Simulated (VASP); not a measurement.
Wanted: the native input for a VASP 6.6.1 run.

* Task: G0W0 quasiparticle levels
* Functional: PBEsol
* Potentials or basis: VASP PAW PBE potentials, release 64 (Ga_d_GW, N_GW)
* Cutoff: 450 eV
* k mesh: 4 × 4 × 3
* Occupations: gaussian, width 0.01 eV
* Spin: no spin polarisation
* Cutoff of the response function: 80
* Empty bands: 68
* GW scheme: G0W0
* GW iterations: 1
* Frequency points: 50
* Further INCAR settings: ALGO = EVGW0; EDIFF = 1e-08; NBANDS = 86

GaN:

```
CELL_PARAMETERS angstrom
3.18000 0.00000 0.00000
-1.59000 2.75396 0.00000
0.00000 0.00000 5.16600
ATOMIC_POSITIONS crystal
Ga 0.33333 0.66667 0.00000
Ga 0.66667 0.33333 0.50000
N 0.33333 0.66667 0.37500
N 0.66667 0.33333 0.87500
```

One way to write it, as run:

POSCAR

```
GaN
1.0
    3.1800000000      0.0000000000      0.0000000000
   -1.5900000000      2.7539607840      0.0000000000
    0.0000000000      0.0000000000      5.1660000000
Ga N
2 2
Direct
    0.3333333333      0.6666666667      0.0000000000
    0.6666666667      0.3333333333      0.5000000000
    0.3333333333      0.6666666667      0.3750000000
    0.6666666667      0.3333333333      0.8750000000
```

INCAR.step1

```
SYSTEM = GaN
ALGO = Normal ; EDIFF = 1E-8
ENCUT = 450 ; GGA = PS
ISMEAR = 0 ; KPAR = 8
LASPH = .True. ; LCHARG = .False.
LREAL = .False. ; LWAVE = .True.
NELM = 60 ; PREC = Accurate
SIGMA = 0.01
```

INCAR.step2

```
SYSTEM = GaN
ALGO = Exact ; EDIFF = 1E-8
ENCUT = 450 ; GGA = PS
ISMEAR = 0 ; ISTART = 1
KPAR = 8 ; LASPH = .True.
LCHARG = .False. ; LOPTICS = .True.
LREAL = .False. ; LWAVE = .True.
NBANDS = 86 ; NELM = 1
PREC = Accurate ; SIGMA = 0.01
```

INCAR.step3

```
SYSTEM = GaN
ALGO = EVGW0 ; EDIFF = 1E-8
ENCUT = 450 ; ENCUTGW = 80
GGA = PS ; ISMEAR = 0
ISTART = 1 ; KPAR = 8
LASPH = .True. ; LCHARG = .False.
LREAL = .False. ; LWAVE = .False.
NBANDS = 86 ; NBANDSGW = 26
NELMGW = 1 ; NOMEGA = 50
PREC = Accurate ; PRECFOCK = Fast
SIGMA = 0.01
```

KPOINTS

```
k-points
0
Gamma
  4 4 3
  0 0 0
```

Potentials or basis: VASP PAW PBE potentials, release 64 (Ga_d_GW, N_GW).

The run is started by

```bash
$ cat potpaw_PBE.64/Ga_d_GW/POTCAR potpaw_PBE.64/N_GW/POTCAR > POTCAR
$ cp INCAR.step1 INCAR
$ mpirun -np 8 vasp_std > vasp.out
$ cp INCAR.step2 INCAR
$ mpirun -np 8 vasp_std > vasp.out
$ cp INCAR.step3 INCAR
$ mpirun -np 8 vasp_std > vasp.out
```

It gave:

```
Band gap on the k mesh, mean-field level : 1.92 eV, direct
Quasiparticle gap                        : 3.06 eV
Least direct quasiparticle gap           : 3.06 eV
```

Caveat: the k mesh is coarse (spacing up to 0.57 Å⁻¹), so the values aren't converged; bands, screening cutoff and mesh are small and nothing is extrapolated, so the quasiparticle values aren't converged.

It took 67 s on 8 MPI ranks on Intel(R) Xeon(R) Platinum 8488C (Sapphire Rapids), on a shared host, peak memory 0.32 GiB a rank.
